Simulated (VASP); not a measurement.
# TiTe2 (P-3m1) in VASP: notebook, part 2 of 2

VASP 6.6.1. The steps go on from the part before.

### 3 Single point, PBE

This run uses another cell than the first one, of 26.22 Å³/atom, 0.980 times its volume.

INCAR

```
ALGO = Normal
EDIFF = 1E-6
ENCUT = 520
GGA = PE
ISIF = 2
ISMEAR = -1
LASPH = True
LCHARG = False
LREAL = False
LWAVE = False
NBANDS = 19
NELM = 100
PREC = Accurate
SIGMA = 0.05
```

KPOINTS

```
k-points
0
Gamma
  8 8 4
```

POSCAR

```
TiTe2
1.0
    3.7516502429      0.0000000000      0.0000000000
   -1.8758251215      3.2490244165      0.0000000000
    0.0000000000      0.0000000000      6.4543879477
Te Ti
2 1
Direct
    0.3333333333      0.6666666667      0.7372000000
    0.6666666667      0.3333333333      0.2628000000
    0.0000000000      0.0000000000      0.0000000000
```

Potentials or basis: VASP PAW PBE potentials, release 64 (Te, Ti_sv).

On the command line:

```sh
> cat potpaw_PBE.64/Te/POTCAR potpaw_PBE.64/Ti_sv/POTCAR > POTCAR
> mpirun -np 1 vasp_std > vasp.out
```

OUTCAR:

```text
EDIFF = 1E-6
   ENCUT = 520
   GGA = PE
   ISIF = 2
   ISMEAR = -1
   LASPH = True
   LREAL = False
   NELM = 100
   PREC = Accurate

 ion  position               nearest neighbor table
   1  0.333  0.667  0.737-   3 2.75   3 2.75   3 2.75
   2  0.667  0.333  0.263-   3 2.75   3 2.75   3 2.75
   3  0.000  0.000  0.000-   1 2.75   2 2.75   2 2.75   1 2.75   2 2.75   1 2.75

  LATTYP: Found a hexagonal cell.
 ALAT       =     3.7516502429
 C/A-ratio  =     1.7204130262

  Lattice vectors:

 A1 = (   3.7516502429,   0.0000000000,   0.0000000000)
 A2 = (  -1.8758251215,   3.2490244165,   0.0000000000)
 A3 = (   0.0000000000,   0.0000000000,   6.4543879477)

Analysis of symmetry for initial positions (statically):
=====================================================================
 Subroutine PRICEL returns:
 Original cell was already a primitive cell.

 Routine SETGRP: Setting up the symmetry group for a
 hexagonal supercell.

[... 164 lines left out ...]
  free energy    TOTEN  =       -16.19949285 eV

  energy without entropy =      -16.18815501  energy(sigma->0) =      -16.19382393

 E-fermi :   7.0476     XC(G=0):  -9.9522

 val. band max:        7.0327710987   @ k =   0.1250  -0.0000   0.2500
 cond. band min:       7.0790206921   @ k =   0.5000  -0.0000   0.0000
 fundamental gap:      0.0462495934
 Fermi energy:         7.0475508990

 k-point     1 :       0.0000    0.0000    0.0000
  band No.  band energies     occupation
      1     -50.3723      2.00000
      2     -26.6330      2.00000
      3     -26.6330      2.00000
      4     -26.6008      2.00000
      5      -5.4584      2.00000
      6      -3.8934      2.00000
[... 505 lines left out ...]
      6      -3.3576      2.00000
[... 11 lines left out ...]
     18      12.3611      0.00000
     19      13.1623      0.00000

 [... further k-points ...]

------------------------ aborting loop because EDIFF is reached ----------------------------------------

  FORCE on cell =-STRESS in cart. coord.  units (eV):
  Direction    XX          YY          ZZ          XY          YZ          ZX
  --------------------------------------------------------------------------------------
  -------------------------------------------------------------------------------------
  Total        0.9938513      0.9938513      1.3500712     -0.0000000      0.0000000      0.0000000
  in kB       20.2395844     20.2395844     27.4939331     -0.0000000      0.0000000      0.0000000
  external PRESSURE =      22.6577006 kB  Pullay stress =       0.0000000 kB

 VOLUME and BASIS-vectors are now :
 -----------------------------------------------------------------------------
  energy-cutoff  :      520.00
  volume of cell :       78.67
      direct lattice vectors                 reciprocal lattice vectors
     3.751650243  0.000000000  0.000000000     0.266549368  0.153892349  0.000000000
    -1.875825121  3.249024417  0.000000000     0.000000000  0.307784698  0.000000000
     0.000000000  0.000000000  6.454387948     0.000000000  0.000000000  0.154933358

 POSITION                                       TOTAL-FORCE (eV/Angst)
 -----------------------------------------------------------------------------------
     -0.00000      2.16602      4.75817        -0.000000     -0.000000     -0.198182
      1.87583      1.08301      1.69621        -0.000000      0.000000      0.198182
      0.00000      0.00000      0.00000         0.000000      0.000000      0.000000
 -----------------------------------------------------------------------------------
    total drift:                                0.000000     -0.000000      0.000000

  FREE ENERGIE OF THE ION-ELECTRON SYSTEM (eV)
  ---------------------------------------------------
  free  energy   TOTEN  =       -16.1994928521 eV

  energy  without entropy=      -16.1881550098  energy(sigma->0) =      -16.19382393
```

stdout:

```text
POSCAR found type information on POSCAR TeTi
 POSCAR found :  2 types and       3 ions
 scaLAPACK will be used
 LDA part: xc-table for (Slater+PW92), standard interpolation
 POSCAR, INCAR and KPOINTS ok, starting setup
 FFT: planning ... GRIDC
 FFT: planning ... GRID_SOFT
 FFT: planning ... GRID
 WAVECAR not read
 entering main loop
```

Run time: 38 s. Hardware: 1 thread of Intel Xeon Platinum 8488C (Sapphire Rapids), shared host; peak memory 0.2 GiB.

Results:

| Property | Result |
| --- | --- |
| Free energy | -16.1995 eV |
| Pressure | 2.3 GPa |
| Largest force | 0.198 eV/Å |
| Band gap on the k mesh | none (metal or under the smearing width) |

Forces in eV/Å, atoms in the order of the input:
```
Te   0.000  0.000 -0.198
Te   0.000  0.000  0.198
Ti   0.000  0.000  0.000
```

Stress tensor (GPa, compression positive):
```
2.02 0.00 0.00
0.00 2.02 0.00
0.00 0.00 2.75
```

Caveat: this functional lacks dispersion, which binds the layers, so the pressure and a relaxed spacing across them are unreliable. Spin-orbit coupling is left out, which matters for the levels of Te.
